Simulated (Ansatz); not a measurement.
Runs of Ansatz 0.2.0 on Re. It takes space group P6_3/mmc (No. 194, hexagonal). The conventional cell has a = 2.766 Å, b = 2.766 Å, c = 8.939 Å, α = 90.00°, β = 90.00°, γ = 120.00°. Around Re (site symmetry -6m2) lie 12 Re at 2.75 to 2.77 Å. Re (site symmetry -3m) has 12 Re at 2.75 to 2.77 Å as nearest neighbours. 

```tsv
task	level	potentials or basis	cell	cutoff (eV)	points for each segment of the path	gap on the mesh (eV)	pressure (GPa)	relaxed volume (Å³/atom)
relaxation of cell and atoms	RPBE+D3(BJ)	Ansatz PAW	relaxed	420	-	-	0.0	13.42
relaxation of cell and atoms	PBEsol+D3(BJ)	Ansatz PAW	relaxed	420	-	-	0.0	14.26
band structure	PBE	Ansatz NC	as given	980	14	none	(a)	-
relaxation of cell and atoms	r2SCAN+D3(BJ)	Ansatz PAW	relaxed	500	-	none	0.0	14.56
```

Alike in all rows: no spin polarisation; k mesh 11 × 11 × 3; smearing fermi-dirac 0.05 eV.

Problem. Fill in the values left out.

Solution. (a) 3.6.

Caveats: the plane-wave basis is chosen anew once the cell has moved, so the energies of steps on either side of that aren't comparable (some runs); the PAW data sets come from PBE, with cores solved anew for the run's functional, which leaves a small shift of forces and pressure (some runs); spin-orbit coupling is left out, which moves the levels of the heavy elements (some runs); pairwise dispersion overbinds metals, which lowers pressure and volume (some runs); the dispersion damping was fitted for another functional or another form of the correction (some runs).

A k mesh can miss the band edges, and the runs leave out spin-orbit coupling on Re.

A gap of «none» marks a metal or a gap under the smearing width.
